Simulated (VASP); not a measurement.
Runs of VASP 6.6.1 on CdTe. It takes space group F-43m (No. 216, cubic). The conventional cell has a = 6.496 Å, b = 6.496 Å, c = 6.496 Å, α = 90.00°, β = 90.00°, γ = 90.00°. Cd (site symmetry -43m) is surrounded by 4 Te at 2.81 Å. Te (site symmetry -43m) is surrounded by 4 Cd at 2.81 Å. 

| task | level | cell | k mesh | cutoff (eV) | grid for exact exchange (PRECFOCK) | exchange at q = 0 | screening parameter | gap on the mesh (eV) | pressure (GPa) |
| --- | --- | --- | --- | --- | --- | --- | --- | --- | --- |
| band structure | PBE0 | F-43m, 34.26 Å³/atom | 6 × 6 × 6 | 520 | Fast | truncated | - | (a) | 1.2 |
| relaxation of the atoms | r2SCAN | atoms relaxed from: a relaxed cell with its volume scaled by 0.98 | 8 × 8 × 8 | 600 | - | - | - | 1.22 | 0.9 |
| relaxation of cell and atoms | PBEsol | relaxed | 8 × 8 × 8 | 600 | - | - | - | (b) | 0.0 |
| relaxation of the atoms | r2SCAN | atoms relaxed | 8 × 8 × 8 | 600 | - | - | - | 1.15 | 0.0 |
| relaxation of cell and atoms | r2SCAN | relaxed | 8 × 8 × 8 | 600 | - | - | - | 1.15 | 0.0 |
| relaxation of the atoms | r2SCAN | atoms relaxed from: a relaxed cell with its volume scaled by 1.02 | 8 × 8 × 8 | 600 | - | - | - | (c) | -0.8 |
| relaxation of the atoms | r2SCAN | atoms relaxed from: a relaxed cell with its volume scaled by 0.94 | 8 × 8 × 8 | 600 | - | - | - | 1.36 | 2.9 |
| relaxation of the atoms | r2SCAN | atoms relaxed from: a relaxed cell with its volume scaled by 1.04 | 8 × 8 × 8 | 600 | - | - | - | 1.03 | -1.4 |
| relaxation of the atoms | r2SCAN | atoms relaxed from: a relaxed cell with its volume scaled by 1.06 | 8 × 8 × 8 | 600 | - | - | - | 0.97 | -2.1 |
| band structure | HSE06 | F-43m, 34.26 Å³/atom | 6 × 6 × 6 | 520 | Fast | - | 0.2 1/A | 1.54 | 1.3 |

Alike in all rows: potentials or basis VASP PAW PBE potentials, release 64 (Cd, Te); no spin polarisation; smearing gaussian 0.03 eV.

Question: Fill in the values left out.

Answer: (a) 2.12; (b) 0.64; (c) 1.09.

Caveats: the PAW data sets were made with another functional, which shifts forces and pressure a little; spin-orbit coupling is left out, which moves the levels of the heavy elements; the relaxation stopped at its first step, so nothing moved (some runs).

A k mesh can miss the band edges, and the runs leave out spin-orbit coupling on Cd, Te.

Runs at the PBE level aren't shown here.
